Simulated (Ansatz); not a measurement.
# GaSb (F-43m): a single-point run

The task is a single-point run on GaSb (F-43m). The structure is shown as the input types it.

The COD entry's cell or inner coordinates are ideal or old and differ from later refinements, so a difference from it is no clean test against experiment.

Method: DFT r2SCAN, scalar-relativistic, plane waves, PAW, in Ansatz 0.2.0.

2 further runs of the same task are left out: 1 that didn't finish, 1 set aside as unsound or not needed.

## Step 1: The system as given

The structure is cubic, space group F-43m (No. 216). The conventional cell has a = 6.131 Å, b = 6.131 Å, c = 6.131 Å, α = 90.00°, β = 90.00°, γ = 90.00°. Ga (site symmetry -43m) has 4 Sb at 2.65 Å as nearest neighbours. Around Sb (site symmetry -43m) lie 4 Ga at 2.65 Å.

Structure file:

```
CELL_PARAMETERS angstrom
0.00000 3.06569 3.06569
3.06569 0.00000 3.06569
3.06569 3.06569 0.00000
ATOMIC_POSITIONS crystal
Ga 0.00000 0.00000 0.00000
Sb 0.75000 0.75000 0.75000
```

## Step 2: Input and run

File input.yaml:

```yaml
crystal:
  lattice:
    - [0.0, 3.06568598, 3.06568598]
    - [3.06568598, 0.0, 3.06568598]
    - [3.06568598, 3.06568598, 0.0]
  atoms:
    - { symbol: Ga, position: [0.0, 0.0, 0.0] }
    - { symbol: Sb, position: [0.75, 0.75, 0.75] }
basis:
  ecutwfc: 500
  ecutrho_ratio: 1
kpoints:
  mp_grid: { grid: [10, 10, 10] }
hamiltonian:
  xc: r2scan
scf:
  occupations: { method: gaussian, width: 0.05 }
  max_iter: 60
output:
  forces: true
  stress: true
```

Command:

```console
ansatz run input.yaml --threads 4 --pin off --max-ram 7168MiB --backend cpu --events-out ev --progress --plain --runs-dir out
```

What happens when this is run?

The run converged and reported no error, with warnings (cutoff below recommended). Its log warns: «basis.ecutrho_ratio = 1 (ecutrho = 500 eV) is below the records' recommended 2000 eV»

In the input, basis.ecutrho_ratio is 1. The density cutoff must be at least four times the energy cutoff of the waves.

Run again and compare: set basis.ecutrho_ratio to 4.
